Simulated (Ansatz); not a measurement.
# Notes on Ti

```xyz
1
Lattice="0.0000 2.0114 2.0114 2.0114 0.0000 2.0114 2.0114 2.0114 0.0000" Properties=species:S:1:pos:R:3 pbc="T T T"
Ti    0.0000    0.0000    0.0000
```

Method: r2SCAN, spin-orbit coupling; PAW, plane waves to 500 eV, 14×14×14 Γ-centred mesh, fermi-dirac occupations (width 0.1 eV) (Ansatz 0.2.0), atoms fixed.

The state carries no moments; the state need not be the lowest.

Question: What happens at the Fermi level?

Answer: It is a metal, with about 1.5 states/eV a cell as the mean within 0.25 eV of the Fermi level, mostly Ti d (85 %).

Question: Is the cell too large or too small?

Answer: The pressure is 8.2 GPa (compression positive), so with the atoms held at these fractions the cell would first expand.

Origin: a known structure type with other elements, at an estimated volume, so it need not be a known compound.
